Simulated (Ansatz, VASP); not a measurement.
# One calculation of C, two programs

File INCAR:

```
SYSTEM = C
PREC = Accurate
ENCUT = 520
EDIFF = 1E-7
ISMEAR = 0
SIGMA = 0.05
LREAL = .FALSE.
LASPH = .TRUE.
NELM = 80
ALGO = Normal
ISIF = 2
LWAVE = .FALSE.
LCHARG = .TRUE.
GGA = PE
IVDW = 12
LELF = .TRUE.
LVHAR = .TRUE.
NBANDS = 11
```

File KPOINTS:

```
Automatic mesh
0
G
  15 15 15
  0 0 0
```

POSCAR

```
C
1.0
    1.2632929494      0.7293625244      3.4449600376
   -1.2632929494      0.7293625244      3.4449600376
    0.0000000000     -1.4587250488      3.4449600375
C
2
Direct
    0.1647112226      0.1647112226      0.1647112226
    0.8352887774      0.8352887774      0.8352887774
```

Input for Ansatz:

```yaml
crystal:
  lattice:
    - [1.2632929494, 0.7293625244, 3.4449600376]
    - [-1.2632929494, 0.7293625244, 3.4449600376]
    - [0.0, -1.4587250488, 3.4449600375]
  atoms:
    - { symbol: C, position: [0.1647112226, 0.1647112226, 0.1647112226] }
    - { symbol: C, position: [0.8352887774, 0.8352887774, 0.8352887774] }
basis:
  ecutwfc: 520.0
kpoints:
  mp_grid: { grid: [15, 15, 15] }
hamiltonian:
  xc: pbe
  pseudopotentials: { kind: paw, azcp: { folder: soft_1 } }
  dispersion: d3bj
scf:
  occupations: { method: gaussian, width: 0.05 }
output:
  forces: true
  stress: true
  eigenvalues: true
```

Change from the starting cell: mode 4 frozen in at -0.019 Å, equal normal strain along x, y and z +0.0250.

Alike in both runs: task single point; functional PBE; dispersion D3(BJ); k mesh 15 × 15 × 15; occupations gaussian, width 0.05 eV; no spin polarisation.

|  | VASP | Ansatz |
| --- | --- | --- |
| version | VASP 6.6.1 | Ansatz 0.2.0 |
| potentials or method | VASP PAW PBE potentials, release 64 (C) | scalar-relativistic, plane waves, PAW |
| plane-wave cutoff (eV) | 520 | 520 |
| valence electrons in the cell | 8 | 8 |

```csv
,VASP,Ansatz,Ansatz less VASP
gap on the k mesh at the Fermi level (eV),0.64,0.64,0.000
least direct gap on the mesh (eV),0.64,0.64,0.000
pressure (GPa),-18.4,-18.8,-0.39
largest component of the traceless stress (GPa),17.53,17.98,+0.451
rms of the force components (eV/Å),0.374,0.375,+0.0014
```

Atom by atom the forces differ by 0.001 eV/Å (rms over components).

Caveats: so large a pressure means that the cell lies far from this level's equilibrium, or that cutoff or potentials fall short (VASP); an odd mesh through Γ misses points on the zone boundary, where band edges often lie.
